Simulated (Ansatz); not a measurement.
```xyz
2
Lattice="0.0000 3.1935 3.1935 3.1935 0.0000 3.1935 3.1935 3.1935 0.0000" Properties=species:S:1:pos:R:3 pbc="T T T"
K     0.0000    0.0000    0.0000
Br    3.1935    3.1935    3.1935
```

PBE in Ansatz, hard PAW set made for 700 eV, wave cutoff 700 eV, 4×4×4 mesh, fixed fractional positions. The pressure is 2.8 GPa and the gap on the mesh 4.72 eV.

(1) The cell is scaled evenly to 1.128 times its volume. What pressure and gap follow, and what mean bulk modulus do the two pressures imply?

Answers

(1) 0.4 GPa, gap 4.38 eV; B = −ΔP/Δln V ≈ 20 GPa over this range.

The cell is a model at fixed atoms and needn't be the relaxed known crystal. Spin-orbit coupling is left out. The mesh is coarse, so these values aren't converged.
